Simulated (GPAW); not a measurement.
The system is CsPbCl3.

```xyz
5
Lattice="5.6050 0.0000 0.0000 0.0000 5.6050 0.0000 0.0000 0.0000 5.6050" Properties=species:S:1:pos:R:3 pbc="T T T"
Pb    2.8025    2.8025    2.8025
Cs    0.0000    0.0000    0.0000
Cl    2.8025    0.0000    2.8025
Cl    0.0000    2.8025    2.8025
Cl    2.8025    2.8025    0.0000
```

Base run:

- Program: GPAW 26.7.0
- Functional: TB-mBJ
- Potentials or basis: GPAW PAW data sets for LDA (gpaw-data 1.2.1)
- Cutoff: 600 eV
- Basis: pw
- k mesh: 5 × 5 × 5
- Occupations: fermi-dirac, width 0.05 eV
- Spin: no spin polarisation

Its results: band gap on the k mesh 3.73 eV, direct.

**Question.** The run is repeated on the same cell with these changes: k mesh from 5 × 5 × 5 to 6 × 6 × 6. What comes out?

**Answer.** Band gap on the k mesh 2.85 eV, direct.

Caveats: a model potential gives levels but no total energy; spin-orbit coupling is left out, which as a rule narrows the gap of such compounds by several tenths of an eV; an odd mesh through Γ misses points on the zone boundary, where band edges often lie (some runs).

Not every run made on this cell is shown here.
